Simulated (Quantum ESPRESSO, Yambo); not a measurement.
# BeTe (F-43m): G0W0 on several meshes in Yambo, part 2 of 2

Aim: the GW shift of BeTe (F-43m) against the k mesh.

Quantum ESPRESSO 7.5 and Yambo 5.3.0; PBE and many-body steps on it, plane waves. Known limits of the many-body steps: not at the basis limit; no spin-orbit coupling; coarse k mesh.

So far. Step 4 (4×4×4): The gap on the mesh goes from 2.03 eV to 2.90 eV, a correction of +0.87 eV. Step 5 (Empty states on the mesh, 2×2×2 mesh, 232 bands): On this mesh the gap is 2.027 eV.

## Step 6: Conversion and set-up

This step: Yambo 5.3.0; conversion and set-up on PBE, plane waves, norm-conserving pseudopotentials.

Launch:

```bash
> (cd o/x.save; p2y > p2y.log; mv SAVE ../..); yambo > setup.log
```

The log of the run:

```text
 Yambo, version 5.3.0

 [02] CORE Variables Setup
 =========================

  [02.01] Unit cells
  ==================

  Cell kind             :  FCC
  Atoms in the cell     :  Be  Te
  number of Be atoms    :  1
  number of Te atoms    :  1

  List of atomic masses
  Mass of Be    :  9.012000
  Mass of Te    :  127.6000

  List of atomic coordinates    : [cc]
  Be1       :  0.000000  0.000000  0.000000  order 1
  Te1       :  8.026022  8.026022  8.026022  order 2

  Alat factors          :  5.350682  5.350682  5.350682 [a.u.]
  Direct lattice volume :  306.3778 [a.u.]
[...]
0.000000  0.000000  0.000000  0.000000  0.000000  0.000000  0.000000  0.000000

 [03] Transferred momenta grid and indexing
 ==========================================

 IBZ Q-points                                      :  3
 BZ  Q-points                                      :   8

 K/Q-points units:
 rlu = crystal or reduced units; cc = cartesian coordinates; iku = interal k-units

 Q [1]          [rlu]:  0.000000  0.000000  0.000000
 Q [2]          [rlu]: -0.10930E-15 -0.53790E-16 -0.50000
 Q [3]          [rlu]: -0.91171E-17 -0.50000     -0.50000

  [03.01] X indexes
  =================

   [03.01.01] Sigma indexes
   ========================

 [06] Game Over & Game summary
```

It took 2.5 s on 1 MPI rank of Arm Neoverse V1, shared host; peak memory 0.25 GiB.

## Step 7: 2×2×2

This step: G0W0 on PBE, plane waves, norm-conserving pseudopotentials.

Contents of gw11.in:

```
HF_and_locXC
gw0
dyson
ppa
em1d
rim_cut
RandQpts= 1000000
RandGvec= 1 RL
EXXRLvcs= 88 Ry
VXCRLvcs= 352 Ry
Chimod= "HARTREE"
% BndsRnXp
 1 | 232 |
%
NGsBlkXp= 17 Ry
% LongDrXp
 1 | 1 | 1 |
%
% GbndRnge
 1 | 232 |
%
DysSolver= "n"
ExtendOut
PPAPntXp= 27.21138 eV
% QPkrange
 1 | 1 | 13 | 16 |
 3 | 3 | 13 | 16 |
%
```

Launch:

```bash
> OMP_NUM_THREADS=1 mpirun -n 4 yambo -F gw11.in -J gw11 -C gw11 > gw11.log
```

The log of the run:

```text
 Yambo, version 5.3.0

 [02] CORE Variables Setup
 =========================

  [... cell, symmetries and grids as in the set-up ...]

  [02.05] Energies & Occupations
  ==============================

  [X] === General ===
  [X] Electronic Temperature                        :  0.000000  0.000000 [eV K]
  [X] Bosonic    Temperature                        :  0.000000  0.000000 [eV K]
  [X] Finite Temperature mode                       : no
  [X] El. density                                   :  0.61673E+24 [cm-3]
  [X] Fermi Level                                   :  8.438418 [eV]

  [X] === Gaps and Widths ===
  [X] Conduction Band Min                           :  2.026900 [eV]
  [X] Valence Band Max                              :  0.000000 [eV]
  [X] Filled Bands                                  :  14
  [X] Empty Bands                                   :   15  232
  [X] Direct Gap                                    :  3.644779 [eV]
  [X] Direct Gap localized at k                     :  1
  [X] Indirect Gap                                  :  2.026900 [eV]
  [X] Indirect Gap between kpts                     :  1  3
  [X] Last valence band width                       :  2.577768 [eV]
  [X] 1st conduction band width                     :  1.617880 [eV]

 [03] Transferred momenta grid and indexing
 ==========================================

 IBZ Q-points                                      :  3
 BZ  Q-points                                      :   8

 K/Q-points units:
 rlu = crystal or reduced units; cc = cartesian coordinates; iku = interal k-units

 Q [1]          [rlu]:  0.000000  0.000000  0.000000
 Q [2]          [rlu]: -0.10930E-15 -0.53790E-16 -0.50000
 Q [3]          [rlu]: -0.91171E-17 -0.50000     -0.50000

 [04] Coloumb potential Random Integration (RIM)
[...]
[Hartree-Fock] El. density                        :  0.61673E+24 [cm-3]
  [Hartree-Fock] Fermi Level                        :  8.438418 [eV]

  [Hartree-Fock] === Gaps and Widths ===
  [Hartree-Fock] Conduction Band Min                :  3.050168 [eV]
  [Hartree-Fock] Valence Band Max                   : -1.101920 [eV]
  [Hartree-Fock] Filled Bands                       :  14
  [Hartree-Fock] Empty Bands                        :   15  232
  [Hartree-Fock] Direct Gap                         :  4.152087 [eV]
  [Hartree-Fock] Direct Gap localized at k          :  2
  [Hartree-Fock] Indirect Gap                       :  4.152087 [eV]
  [Hartree-Fock] Indirect Gap between kpts          :  2  2
  [Hartree-Fock] Last valence band width            :  4.129701 [eV]
  [Hartree-Fock] 1st conduction band width          :  5.596265 [eV]

 [08] Dyson equation: Newton solver
 ==================================

  [08.01] G0W0 (W PPA)
  ====================

  [  GW  ] Bands range     :    1  232
  [GW/PPA] G damping       :  0.100000 [eV]

  QP @ state[ 1 ] K range:  1  1
  QP @ state[ 1 ] b range:  13  16
  QP @ state[ 2 ] K range:  3  3
  QP @ state[ 2 ] b range:  13  16

   Sc/G bands                                       :    1  232
   Sc/G damping                                     :  0.100000 ev
   Sc bands terminator                              : no
   Sx RL components                                 :   4285

   QP @ state[ 1 ] K range                          :  1  1
   QP @ state[ 1 ] b range                          :  13  16
   QP @ state[ 2 ] K range                          :  3  3
   QP @ state[ 2 ] b range                          :  13  16
   GF energies kind                                 : Perdew, Burke & Ernzerhof(X)+Perdew, Burke & Ernzerhof(C)
   GF WF`s kind                                     : Perdew, Burke & Ernzerhof(X)+Perdew, Burke & Ernzerhof(C)
   Xs energies kind                                 : Perdew, Burke & Ernzerhof(X)+Perdew, Burke & Ernzerhof(C)
   Xs WF`s kind                                     : Perdew, Burke & Ernzerhof(X)+Perdew, Burke & Ernzerhof(C)

 [11] Game Over & Game summary
```

It took 33 s on 4 MPI ranks; peak memory 1.4 GiB.

This step gave:

- G0W0 gap on the points computed: 2.768 eV
- starting gap on the mesh: 2.027 eV
- k of the valence top: 0, 0, 0
- k of the conduction bottom: 0, -0.5, -0.5
- least direct G0W0 gap on the computed points: 4.705 eV
- Z at the valence top: 0.8094
- Z at the conduction bottom: 0.8234

Against G0W0 in Yambo (4×4×4 mesh, 232 bands, screening to 231.3 eV, Godby-Needs plasmon pole), the gap moves by −0.127 eV.

## Step 8: Side by side

Times are wall times on 4 MPI ranks of Arm Neoverse V1, shared host, good to a factor of about two.

| run | mesh | bands | screening cutoff (eV) | DFT gap (eV) | gap on the mesh (eV) | direct (eV) | time |
| --- | --- | --- | --- | --- | --- | --- | --- |
| 4×4×4 | 4×4×4 | 232 | 231.3 | 2.027 | 2.895 | 4.748 | 6 min |
| 2×2×2 | 2×2×2 | 232 | 231.3 | 2.027 | 2.768 | 4.705 | 33 s |

## Step 9: What came out

| Quantity | Value |
| --- | --- |
| 4×4×4 | 2.895 eV |
| 2×2×2 | 2.768 eV |
| known limits | not at the basis limit; no spin-orbit coupling; coarse k mesh |

In words: 2×2×2: −0.127 eV against 4×4×4. Bands and cutoff are finite, so the gap is not at the basis limit. The miss can reach some tenths of an eV and take either sign; the mesh is an error of its own. In the G0W0 runs levels were corrected at 2 k points alone, so a gap called «on the mesh» is the least over those, and an edge elsewhere would be missed. The 4×4×4 mesh is coarse for this cell, which bears on the long-range parts of exchange and screening. Mesh or cutoff lie under what a gap needs, so these runs test behaviour and cost; their gaps are not to be quoted. The many-body steps are scalar-relativistic: spin-orbit coupling is not in them.

[Paths, hosts, dates, memory and timing lines, banners, echoed tables and standing remarks are left out of the program output.]

[Logs are printed without paths, hosts, clocks, repeated set-up lines and the standing remarks that a program may print on its own settings, such as how far it seeks lower states.]

[Runs of the session that timed out or met a known fault of the program may be left out.]

[Hosts, paths, dates, database ids (printed as entryN), source tags and the programs' standing remarks are cut or masked in the printed files.]
